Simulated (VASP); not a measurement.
# Si12C11 (a cell with a defect) in VASP: settings compared, part 2 of 2

VASP 6.6.1. The steps go on from the part before.

**3. Single point, PBEsol, collinear spin, ferromagnetic start**

INCAR

```
PREC = Accurate
ENCUT = 450
EDIFF = 1E-5
ISMEAR = 0
SIGMA = 0.03
LREAL = Auto
LASPH = T
NELM = 120
ALGO = Normal
ISIF = 2
LWAVE = F
LCHARG = F
ISPIN = 2
MAGMOM = 0.75 0.75 0.75 0 0.75 0 0 0 0 0 0 0 0 0 0 0 0 0 0 0 0 0 0
LORBIT = 11
GGA = PS
NBANDS = 67
NELECT = 91.0
ISYM = 0
KPAR = 4
```

KPOINTS

```
regular mesh
0
Gamma
  2 3 3
```

POSCAR

```
Si12C11                                 
1.0
    0.0000000000      6.5370000000      6.5370000000
    4.3580000000      0.0000000000      4.3580000000
    4.3580000000      4.3580000000      0.0000000000
  Si              C             
    12    11
Direct
     0.0017990918627061    0.0018773574579916    0.9994365418183515
     0.9981027245549593    0.0053925099606983    0.4970146164520678
     0.9987297159206194    0.4977875240226051    0.0031297528214162
     0.9992741857748999    0.5020622464261663    0.4995524309055208
     0.3286703565331477    0.0030346075704642    0.9989390030208382
     0.3316421649909945    0.0034524318914372    0.4985578761504822
     0.3317865426292179    0.5014641321735448    0.0004753592175871
     0.3315318153469993    0.5026365621988315    0.4989353932258861
     0.6662345890533837    0.0015831980604618    0.9994994287576118
     0.6654330524209754    0.0030016915014399    0.4999543840560621
     0.6654888621368094    0.5024556511677367    0.0002256518329011
     0.6653796664528595    0.5019922476489574    0.4993657809263254
     0.0838229497581973    0.1283906060325823    0.6228654448698004
     0.0838759272180467    0.6252693998941484    0.1256915701889347
     0.0828851610951662    0.6266562764201560    0.6240174588421560
     0.4159951943256864    0.1268339707444072    0.1240803979949582
     0.4170681975943304    0.1274864083467830    0.6216104935301203
     0.4169728671002999    0.6256541141134876    0.1237431337291734
     0.4162333820218707    0.6270469591735247    0.6239745756523822
     0.7518459310420176    0.1266338813185318    0.1241913485054456
     0.7484699681790494    0.1274389011613754    0.6251921249400201
     0.7487279317912289    0.6272372928816995    0.1248286804981470
     0.7499087221965469    0.6267560298329863    0.6240485520638188
```

Potentials or basis: VASP PAW PBE potentials, release 64 (Si, C).

Launch:

```sh
> cat potpaw_PBE.64/Si/POTCAR potpaw_PBE.64/C/POTCAR > POTCAR
> mpirun -np 4 vasp_std > vasp.out
```

It took 7 min on 4 MPI ranks of AMD EPYC 7R13 (Zen 3), shared host; peak memory 0.57 GiB.

The run converged. Its results:

```
Free energy                                           : -186.3485 eV
Largest force                                         : 1.442 eV/Å
Band gap on the k mesh                                : none (metal or under the smearing width)
Net moment                                            : 0.49 μB per cell
Site moments                                          : Si +0.05, +0.04, +0.03, -0.00, +0.02, +0.00, +0.01; C +0.01, -0.00, +0.00 μB
Valence electrons inside the program's atomic spheres : Si 1.62, 1.61, 1.67, 1.58, 1.65, 1.66; C 2.51, 2.50, 2.52
```

Forces in eV/Å, atoms in the order of the input:
```
Si  -0.903 -0.611 -0.628
Si   0.618  1.089 -0.642
Si   0.643 -0.647  1.116
Si   0.271 -0.174 -0.145
Si  -0.494  0.720  0.722
Si  -0.397  0.535 -0.054
Si  -0.391 -0.073  0.521
Si   0.093  0.383  0.373
Si  -0.312  0.288  0.299
Si  -0.339  0.499 -0.203
Si  -0.320 -0.207  0.504
Si   0.445  0.078  0.078
C    0.009 -0.124  0.154
C    0.012  0.168 -0.122
C   -0.259 -0.030 -0.038
C    0.118 -0.552 -0.535
C    0.635 -0.458 -0.628
C    0.629 -0.609 -0.480
C    0.124 -0.184 -0.189
C    0.420 -0.132 -0.127
C   -0.334 -0.269  0.347
C   -0.348  0.362 -0.269
C    0.080 -0.052 -0.055
```

Levels at points of the mesh, in eV from the Fermi level:
Spin up:
```csv
k point,band 43,band 44,band 45,band 46,band 47,band 48,band 49,band 50
"(0.00, 0.00, 0.00)",-1.35,-1.10,-1.07,0.46,0.73,1.49,1.74,1.90
"(0.50, 0.00, 0.00)",-1.56,-1.21,-1.19,0.14,0.39,0.65,1.61,1.95
```
Spin down:
```tsv
k point	band 42	band 43	band 44	band 45	band 46	band 47	band 48	band 49
(0.00, 0.00, 0.00)	-1.70	-1.33	-1.09	-1.06	0.52	0.81	1.55	1.82
(0.50, 0.00, 0.00)	-1.59	-1.55	-1.20	-1.19	0.27	0.44	0.70	1.70
```

Caveat: the k mesh is coarse (spacing up to 0.42 Å⁻¹), so the values aren't converged; the cell is charged against a uniform background, so pressure and absolute levels hang on convention; the PAW data sets were made with another functional, which shifts forces and pressure a little.

**4. Single point, LDA, collinear spin, ferromagnetic start**

Edit INCAR of step 3 so:

```diff
@@ -15,3 +15,3 @@
 LORBIT = 11
-GGA = PS
+NUPDOWN = 3
 NBANDS = 67
```

KPOINTS is that of step 3.

POSCAR is that of step 3.

Potentials or basis: VASP PAW LDA potentials, release 64 (Si, C).

Launch:

```sh
> cat potpaw_LDA.64/Si/POTCAR potpaw_LDA.64/C/POTCAR > POTCAR
> mpirun -np 4 vasp_std > vasp.out
```

Wall time 4.7 min (4 MPI ranks of AMD EPYC 7R13 (Zen 3), shared host); peak memory 0.42 GiB.

Results (log left out):

- Free energy: -192.3642 eV
- Largest force: 0.186 eV/Å
- Net moment: 3.00 μB per cell
- Site moments: Si +0.11, +0.13, +0.12, +0.01, +0.14, +0.03; C +0.05, +0.06, +0.08, +0.07 μB
- Valence electrons inside the program's atomic spheres: Si 1.62, 1.68, 1.67; C 2.51, 2.50, 2.52

Forces on the atoms (eV/Å):
```
Si  -0.089 -0.101 -0.098
Si   0.087  0.108 -0.079
Si   0.109 -0.095  0.118
Si  -0.012 -0.001  0.012
Si  -0.100  0.102  0.093
Si  -0.004  0.001  0.017
Si  -0.005  0.004 -0.004
Si   0.002  0.009 -0.006
Si  -0.009 -0.010  0.000
Si   0.005 -0.005 -0.008
Si   0.013 -0.003  0.002
Si  -0.005 -0.005 -0.009
C    0.003  0.007  0.019
C    0.004  0.026  0.002
C   -0.012  0.007  0.005
C    0.009 -0.010  0.002
C   -0.002 -0.005 -0.015
C   -0.009  0.003 -0.027
C    0.003 -0.009 -0.012
C    0.001 -0.011 -0.002
C   -0.002 -0.017  0.005
C   -0.002  0.009 -0.012
C    0.013 -0.005 -0.002
```

Caveat: the k mesh is coarse (spacing up to 0.42 Å⁻¹), so the values aren't converged; the cell is charged against a uniform background, so pressure and absolute levels hang on convention; the total moment is fixed, so each spin has its own Fermi level.

**5. Overview**

| task | level | potentials or basis | fixed moment (μB) | cell | moment (μB) | largest force (eV/Å) |
| --- | --- | --- | --- | --- | --- | --- |
| relaxation of the atoms | PBEsol | VASP PAW PBE potentials, release 64 (Si, C) | 3 | atoms relaxed from: atoms moved at random, drawn with an rms of 0.05 Å | 3.00 | 0.02 |
| single point | PBEsol | VASP PAW PBE potentials, release 64 (Si, C) | - | as given | 0.49 | 1.44 |
| single point | LDA | VASP PAW LDA potentials, release 64 (Si, C) | 3 | as given | 3.00 | 0.19 |

Alike in all rows: spin collinear, ferromagnetic start; k mesh 2 × 3 × 3; cutoff (eV) 450; smearing gaussian 0.03 eV; the mesh is coarse, so values aren't converged.

Caveats: all runs use coarse meshes; the cell is charged against a uniform background, so pressure and absolute levels hang on convention; the PAW data sets were made with another functional, which shifts forces and pressure a little (some runs); the total moment is fixed, so each spin has its own Fermi level (some runs).

Absolute energies hang on the potentials; compare differences alone.
